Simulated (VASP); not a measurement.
Set up this calculation in VASP 6.6.1, as the native input.

| Quantity | Value |
| --- | --- |
| Task | single point |
| Functional | PBE |
| Potentials or basis | VASP PAW PBE potentials, release 64 (Ti_sv, O) |
| Cutoff | 520 eV |
| k mesh | 6 × 6 × 5 |
| Occupations | fermi-dirac, width 0.05 eV |
| Spin | no spin polarisation |
| Further INCAR settings | ALGO = Normal; EDIFF = 1e-07; NBANDS = 46 |

The structure of TiO2 lies in POSCAR:

```
TiO2
1.0
    5.5822227355      0.0000000000      0.0000000000
   -2.7911113678      4.8343466985      0.0000000000
    0.0000000000      0.0000000000      6.0824678800
Ti O
3 6
Direct
    0.4669367500      0.0000000000      0.3333333333
    0.0000000000      0.4669367500      0.6666666667
    0.5330632500      0.5330632500      0.0000000000
    0.5810657200      0.8514331800      0.1206639333
    0.7296325400      0.1485668200      0.5460027333
    0.2703674600      0.4189342800      0.7873306000
    0.8514331800      0.5810657200      0.8793360667
    0.1485668200      0.7296325400      0.4539972667
    0.4189342800      0.2703674600      0.2126694000
```

Measurements of this composition are mostly on another form, of space group No. 141.

The input as run:

INCAR

```
ALGO     = Normal         # electronic algorithm
EDIFF    = 1E-7           # SCF threshold, eV
ENCUT    = 520            # plane-wave cutoff, eV
GGA      = PE             # functional
ISIF     = 2              # what is computed and relaxed
ISMEAR   = -1             # smearing method
LASPH    = T              # aspherical terms in the spheres
LCHARG   = F              # write CHGCAR
LREAL    = F              # projectors in reciprocal space
LWAVE    = F              # write WAVECAR
NBANDS   = 46             # bands
NELM     = 60             # most SCF steps
PREC     = Accurate       # precision mode
SIGMA    = 0.05           # smearing width, eV
```

KPOINTS

```
k-points
0
Gamma
  6 6 5
```

Potentials or basis: VASP PAW PBE potentials, release 64 (Ti_sv, O).

Launch:

```sh
$ cat potpaw_PBE.64/Ti_sv/POTCAR potpaw_PBE.64/O/POTCAR > POTCAR
$ mpirun -np 1 vasp_std > vasp.out
```

It gave:

```json
{
 "Pressure": "1.9 GPa",
 "Largest force": "0.092 eV/Å",
 "Band gap on the k mesh": "3.61 eV, indirect (least direct gap 3.62 eV)"
}
```

Caveat: an odd mesh through Γ misses points on the zone boundary, where band edges often lie.

Run time: 4.8 min on 1 thread of Intel(R) Xeon(R) Platinum 8259CL CPU @ 2.50GHz (Skylake/Cascade Lake), with other jobs on the host, peak memory 0.36 GiB.
